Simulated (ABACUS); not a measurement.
Crystal: C.

```
C
1.0
     0.00000    1.78337    1.78337
     1.78337    0.00000    1.78337
     1.78337    1.78337    0.00000
C
2
Cartesian
  2.6751 2.6751 2.6751
  1.7834 1.7834 1.7834
```

This isn't the form of C at room conditions, which is graphite.

Program: ABACUS 3.10.1. Alike in all runs: task single point; no spin polarisation; cell as given; smearing fermi-dirac 0.05 eV.

Problem. Order these runs on this cell by their pressure, lowest first.
A. level SOGGA; potentials or basis GBRV ultrasoft 1.5 PBEsol, plane waves; k mesh 10 × 10 × 10; cutoff (eV) 544
B. level rSCAN; potentials or basis SG15 ONCV 1.2 PBE, plane waves; k mesh 8 × 8 × 8; cutoff (eV) 1293
C. level TPSS; potentials or basis SG15 ONCV 1.2 PBE, plane waves; k mesh 8 × 8 × 8; cutoff (eV) 1293

Solution. A (-7.2 GPa), B (-3.2 GPa), C (1.7 GPa).

Caveats: the potentials were made for another functional, which shifts forces and pressure.
